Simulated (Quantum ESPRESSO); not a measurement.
Runs of Quantum ESPRESSO 7.5 on ZrB2. It takes space group P6/mmm (No. 191, hexagonal). Conventional cell: a = 3.170 Å, b = 3.170 Å, c = 3.533 Å, α = 90.00°, β = 90.00°, γ = 120.00°. Zr (site symmetry 6/mmm) is surrounded by 12 B at 2.54 Å. B (site symmetry -6m2) has 3 B at 1.83 Å as nearest neighbours. 

```tsv
level	U	mixing beta	gap on the mesh (eV)	pressure (GPa)
PBEsol+U	Zr d U = 2 eV	0.3	none	-5.6
PBEsol+U	Zr d U = 8 eV	0.3	none	(a)
PBEsol+U	Zr d U = 4 eV	0.3	none	(b)
PBEsol+U	Zr d U = 3 eV	0.3	none	(c)
PBEsol+U	Zr d U = 5 eV	0.3	none	-8.2
PBEsol+U	Zr d U = 1 eV	0.3	none	-4.8
PBEsol	-	0.5	none	-4.0
PBEsol+U	Zr d U = 6 eV	0.3	none	-9.1
```

Alike in all rows: task single point; potentials or basis GBRV 1.5 PBEsol; no spin polarisation; cell as given; k mesh 10 × 10 × 8; cutoff (eV) 612; smearing fermi-dirac 0.05 eV.

Task: Estimate the missing entries.

Result: (a) -10.9; (b) -7.3; (c) -6.5.

Caveats: U without spin polarisation on a metal has little footing (some runs); the U is typed as a test and isn't derived for this compound (some runs).

A k mesh can miss the band edges, and the runs leave out spin-orbit coupling on Zr.

A gap of «none» marks a metal or a gap under the smearing width.
